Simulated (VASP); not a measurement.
# GaAs: convergence, elastic tensor from stress against strain

GaAs, F-43m (no. 216), 2 atoms in the cell. HSE06, elastic tensor from stress against strain; PAW potentials As, Ga_d (PBE set). VASP 6.6.1.

Wanted: elastic constants within 3 %.

Geometry: relaxed with this functional.

Elastic constants: the values given are C11, C12, C44.

The series start from Plane-wave cutoff (eV): 370; k mesh: 5x5x5; Strain step: 0.005. Each series keeps the choices made before it, and each single choice may use up half of a tolerance. Times cover all steps of a run.

## Plane-wave cutoff (eV)

| Plane-wave cutoff (eV) | Elastic constants, largest deviation against the largest value | Time (s) |
|---|---|---|
| 330 | 0.17 % | 502 |
| 370 | 0.28 % | 715 |
| 430 (reference) | 0 % | 793 |

Chosen: 330, the loosest value from which every tighter one stays within half of the tolerance.

## k mesh

| k mesh | Elastic constants, largest deviation against the largest value | Time (s) |
|---|---|---|
| 4x4x4 | 1.4 % | 226 |
| 5x5x5 | 0.26 % | 502 |
| 6x6x6 (reference) | 0 % | 1199 |

Chosen: 4x4x4.

## Strain step

| Strain step | Elastic constants, largest deviation against the largest value | Time (s) |
|---|---|---|
| 0.005 | 0 % | 226 |
| 0.0025 | 1.1 % | 198 |
| 0.01 | 0.18 % | 247 |

Chosen: 0.005; no other choice that stays within half of the tolerance saves 30 % of the time.

## All choices together

| Input | Elastic constants, largest deviation against the largest value | Time (s) |
|---|---|---|
| program defaults, KSPACING-like mesh of 0.5 per A (naive) | 3.4 % | 194 |
| chosen settings | 1.9 % | 226 |
| reference settings throughout | 0 % | 1771 |

The tolerance is met.

Values of the reference run: Elastic constants: 118.6, 50.2, 60.2 GPa.

## The input

INCAR:
```
ALGO     = All            # electronic algorithm
EDIFF    = 1E-7           # SCF threshold, eV
EDIFFG   = -0.002         # ionic threshold
ENCUT    = 330            # plane-wave cutoff, eV
GGA      = PE             # functional
HFSCREEN = 0.2            # screening, 1/A
IBRION   = 2              # ionic algorithm
ISIF     = 2              # what is computed and relaxed
ISMEAR   = 0              # smearing method
KPAR     = 8            
LASPH    = T              # aspherical terms in the spheres
LCHARG   = F              # write CHGCAR
LHFCALC  = T              # exact exchange
LREAL    = F              # projectors in reciprocal space
LWAVE    = F              # write WAVECAR
NELM     = 120            # most SCF steps
NSW      = 30             # ionic steps
PREC     = Accurate       # precision mode
PRECFOCK = Fast         
SIGMA    = 0.02           # smearing width, eV
```

KPOINTS:
```
Automatic mesh
0
Gamma
  4 4 4
  0 0 0
```

POSCAR.step1:
```
AsGa
 1.0000000000000000
     0.0000000000000000    2.8374935493859659    2.8374935493859659
     2.8233060816390361    0.0000000000000000    2.8374935493859659
     2.8233060816390361    2.8374935493859659    0.0000000000000000
 As  Ga
   1   1
Direct
  0.7500000000000000  0.7500000000000000  0.7499999999999999
  0.0000000000000000  0.0000000000000000  0.0000000000000000
```

POSCAR.step2:
```
AsGa
 1.0000000000000000
     0.0000000000000000    2.8374935493859659    2.8374935493859659
     2.8516810171328952    0.0000000000000000    2.8374935493859659
     2.8516810171328952    2.8374935493859659    0.0000000000000000
 As  Ga
   1   1
Direct
  0.7500000000000000  0.7500000000000000  0.7500000000000000
  0.0000000000000000  0.0000000000000000 -0.0000000000000000
```

POSCAR.step3:
```
AsGa
 1.0000000000000000
     0.0000000000000000    2.8303998155125010    2.8303998155125010
     2.8374935493859659   -0.0070937338734649    2.8374935493859659
     2.8374935493859659    2.8374935493859659   -0.0070937338734649
 As  Ga
   1   1
Direct
  0.7499999999999999  0.7500000000000000  0.7500000000000000
  0.0000000000000000  0.0000000000000000  0.0000000000000000
```

POSCAR.step4:
```
AsGa
 1.0000000000000000
     0.0000000000000000    2.8445872832594308    2.8445872832594308
     2.8374935493859659    0.0070937338734649    2.8374935493859659
     2.8374935493859659    2.8374935493859659    0.0070937338734649
 As  Ga
   1   1
Direct
  0.7500000000000000  0.7500000000000000  0.7499999999999999
  0.0000000000000000  0.0000000000000000 -0.0000000000000000
```

Commands (each step's output is kept before the next begins):
```
cat potpaw_PBE.64/As/POTCAR potpaw_PBE.64/Ga_d/POTCAR > POTCAR
cp POSCAR.step1 POSCAR
mpirun -np 8 vasp_std > vasp.out
rm WAVECAR CHG
cp POSCAR.step2 POSCAR
mpirun -np 8 vasp_std > vasp.out
rm WAVECAR CHG
cp POSCAR.step3 POSCAR
mpirun -np 8 vasp_std > vasp.out
rm WAVECAR CHG
cp POSCAR.step4 POSCAR
mpirun -np 8 vasp_std > vasp.out
```

The chosen input took VASP 6.6.1 226 s on 8 cores (Intel Xeon 6975P-C (Granite Rapids)), a shared host.

## An input that fails: stress not computed (ISIF 0)

It runs to its end, but its output holds no elastic tensor.

Changes against the starting input:
```
(all steps)
- ISIF = 2
+ ISIF = 0
```
